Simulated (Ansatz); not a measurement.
An element in the bcc structure gives these cold pressures by all-electron LAPW under PBE (Ansatz 0.2.0, scalar-relativistic, no spin polarisation).

```tsv
V (Å³/atom)	P (GPa)
18.00	-0.01
15.84	25.7
14.04	70.7
12.24	160.5
10.44	347.1
9.00	648.8
7.74	1154
```

(1) Which element is it?

## Answers

(1) Au. Its zero-pressure volume in this structure is near 18.0 Å³/atom; the volume and the steepness of P(V) together point to it, though neighbours can come close. Other candidates weren't computed, and some may come near.
